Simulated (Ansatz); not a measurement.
# Relaxation of Zn24O23

Theory: Ansatz, DFT PBE, scalar-relativistic, plane waves, PAW. Settings: 420 eV cutoff, 2×2×2 k-mesh, Gaussian smearing of 0.01 eV, no spin polarisation.

What was changed: O vacancy (site b), charge +0, atoms relaxed at the host's cell.

In a supercell of 47 atoms the defect feels its periodic images.

Spin polarisation was left out.

Command:

```bash
ansatz run input.yaml --threads 4 --pin off --max-ram 10240MiB --backend cpu --events-out ev --progress --plain --runs-dir out
```

Input:

```yaml
crystal:
  lattice:
    - [-3.2793907795, -5.6800714478, 5.2932331742]
    - [6.5587815588, -1.0e-10, 5.2932331742]
    - [-3.2793907794, 5.6800714478, 5.2932331742]
  atoms:
    - { symbol: Zn, position: [0.6668681372, 0.5002014705, 0.3335348039] }
    - { symbol: Zn, position: [0.5002014705, 0.3335348039, 0.6668681372] }
    - { symbol: Zn, position: [0.8335348039, 0.6668681372, 0.0002014705] }
    - { symbol: Zn, position: [0.5002014705, 0.8335348039, 0.1668681372] }
    - { symbol: Zn, position: [0.8335348039, 0.1668681372, 0.5002014705] }
    - { symbol: Zn, position: [0.0002014705, 0.3335348039, 0.1668681372] }
    - { symbol: Zn, position: [0.3335348039, 0.6668681372, 0.5002014705] }
    - { symbol: Zn, position: [0.6668681372, 0.0002014705, 0.8335348039] }
    - { symbol: Zn, position: [0.1668681372, 0.5002014705, 0.8335348039] }
    - { symbol: Zn, position: [0.1668681372, 0.0002014705, 0.3335348039] }
    - { symbol: Zn, position: [0.0002014705, 0.8335348039, 0.6668681372] }
    - { symbol: Zn, position: [0.3335348039, 0.1668681372, 0.0002014705] }
    - { symbol: Zn, position: [0.5002014705, 0.1668681372, 0.3335348039] }
    - { symbol: Zn, position: [0.3335348039, 0.0002014705, 0.6668681372] }
    - { symbol: Zn, position: [0.6668681372, 0.3335348039, 0.0002014705] }
    - { symbol: Zn, position: [0.3335348039, 0.5002014705, 0.1668681372] }
    - { symbol: Zn, position: [0.6668681372, 0.8335348039, 0.5002014705] }
    - { symbol: Zn, position: [0.8335348039, 0.0002014705, 0.1668681372] }
    - { symbol: Zn, position: [0.1668681372, 0.3335348039, 0.5002014705] }
    - { symbol: Zn, position: [0.5002014705, 0.6668681372, 0.8335348039] }
    - { symbol: Zn, position: [0.0002014705, 0.1668681372, 0.8335348039] }
    - { symbol: Zn, position: [0.0002014705, 0.6668681372, 0.3335348039] }
    - { symbol: Zn, position: [0.8335348039, 0.5002014705, 0.6668681372] }
    - { symbol: Zn, position: [0.1668681372, 0.8335348039, 0.0002014705] }
    - { symbol: O, position: [0.6265685295, 0.4599018628, 0.7932351961] }
    - { symbol: O, position: [0.9599018628, 0.7932351961, 0.1265685295] }
    - { symbol: O, position: [0.6265685295, 0.9599018628, 0.2932351961] }
    - { symbol: O, position: [0.9599018628, 0.2932351961, 0.6265685295] }
    - { symbol: O, position: [0.1265685295, 0.4599018628, 0.2932351961] }
    - { symbol: O, position: [0.4599018628, 0.7932351961, 0.6265685295] }
    - { symbol: O, position: [0.7932351961, 0.1265685295, 0.9599018628] }
    - { symbol: O, position: [0.2932351961, 0.6265685295, 0.9599018628] }
    - { symbol: O, position: [0.2932351961, 0.1265685295, 0.4599018628] }
    - { symbol: O, position: [0.1265685295, 0.9599018628, 0.7932351961] }
    - { symbol: O, position: [0.4599018628, 0.2932351961, 0.1265685295] }
    - { symbol: O, position: [0.6265685295, 0.2932351961, 0.4599018628] }
    - { symbol: O, position: [0.4599018628, 0.1265685295, 0.7932351961] }
    - { symbol: O, position: [0.7932351961, 0.4599018628, 0.1265685295] }
    - { symbol: O, position: [0.4599018628, 0.6265685295, 0.2932351961] }
    - { symbol: O, position: [0.7932351961, 0.9599018628, 0.6265685295] }
    - { symbol: O, position: [0.9599018628, 0.1265685295, 0.2932351961] }
    - { symbol: O, position: [0.2932351961, 0.4599018628, 0.6265685295] }
    - { symbol: O, position: [0.6265685295, 0.7932351961, 0.9599018628] }
    - { symbol: O, position: [0.1265685295, 0.2932351961, 0.9599018628] }
    - { symbol: O, position: [0.1265685295, 0.7932351961, 0.4599018628] }
    - { symbol: O, position: [0.9599018628, 0.6265685295, 0.7932351961] }
    - { symbol: O, position: [0.2932351961, 0.9599018628, 0.1265685295] }
  host:
    lattice:
      - [3.2793907794, 0.0, 0.0]
      - [-1.6396953897, 2.8400357239, 0.0]
      - [0.0, 0.0, 5.2932331742]
    atoms:
      - { symbol: Zn, position: [0.6666666667, 0.3333333333, 0.5006044116] }
      - { symbol: Zn, position: [0.3333333333, 0.6666666667, 0.0006044116] }
      - { symbol: O, position: [0.6666666667, 0.3333333333, 0.8797055884] }
      - { symbol: O, position: [0.3333333333, 0.6666666667, 0.3797055884] }
basis:
  ecutwfc: 420
  xc_grid: 2
kpoints:
  mp_grid: { grid: [2, 2, 2], shift: [0.0, 0.0, 0.0] }
hamiltonian:
  xc: pbe
scf:
  occupations: { method: gaussian, width: 0.01 }
output:
  forces: true
  stress: false
  eigenvalues: true
  charged_corrections:
    defect_position: [0.7932352, 0.62656853, 0.45990186]
    epsilon: [[10.5528, 0.0, 0.0], [0.0, 10.5528, 0.0], [0.0, 0.0, 11.5878]]
  write_density: true
  write_potential: true
  elf: true
  volumetric_format: npy
relax:
  adjacent_minimum: "off"
  f_tol: 0.025
  max_steps: 45
```

F is the free energy.

Steps:

```
step F − F(1) (eV) largest force component (eV/Å)
   1         0.0000                           0.563
   2        -0.1891                           0.343
   3        -0.2562                           0.136
   4        -0.2636                           0.032
   5        -0.2638                           0.002
```

Relaxed structure:

```
CELL_PARAMETERS angstrom
-3.27939 -5.68007 5.29323
6.55878 0.00000 5.29323
-3.27939 5.68007 5.29323
ATOMIC_POSITIONS crystal
Zn 0.67891 0.51224 0.34557
Zn 0.50104 0.33483 0.66708
Zn 0.83272 0.66574 0.99850
Zn 0.50150 0.83375 0.16770
Zn 0.83240 0.16517 0.49938
Zn 0.00042 0.33437 0.16816
Zn 0.33183 0.66605 0.49907
Zn 0.66718 0.99973 0.83133
Zn 0.16466 0.50051 0.83306
Zn 0.16640 0.99800 0.33385
Zn 0.00120 0.83454 0.66787
Zn 0.33356 0.16689 0.00023
Zn 0.50304 0.16728 0.33447
Zn 0.33650 0.99838 0.66563
Zn 0.66781 0.33637 0.00061
Zn 0.33395 0.50114 0.16971
Zn 0.67876 0.81330 0.49626
Zn 0.83351 0.99950 0.16645
Zn 0.16616 0.33311 0.50018
Zn 0.49978 0.66684 0.83283
Zn 0.99896 0.16983 0.83171
Zn 0.97997 0.66293 0.34543
Zn 0.82960 0.51210 0.64663
Zn 0.16505 0.83230 0.00316
O 0.63117 0.46224 0.78985
O 0.95782 0.78927 0.13113
O 0.62890 0.95651 0.29784
O 0.95594 0.29780 0.62448
O 0.12318 0.46450 0.29557
O 0.46446 0.79115 0.62261
O 0.79261 0.12702 0.95946
O 0.29280 0.62595 0.96035
O 0.29368 0.12613 0.45928
O 0.12724 0.96057 0.79390
O 0.46013 0.29346 0.12680
O 0.62872 0.29870 0.45877
O 0.46030 0.12712 0.79243
O 0.79211 0.46205 0.13204
O 0.46537 0.62544 0.29538
O 0.79209 0.95576 0.62320
O 0.96036 0.12624 0.29274
O 0.29291 0.45940 0.62703
O 0.62607 0.79369 0.95958
O 0.12576 0.29363 0.96045
O 0.12243 0.78986 0.45875
O 0.95653 0.62542 0.78909
O 0.29379 0.95909 0.12696
```

The run converged. The run took 82 s on 4 threads of Oxide Virtual Turin-like Processor (Zen 5) (shared host), peak memory 2.9 GiB.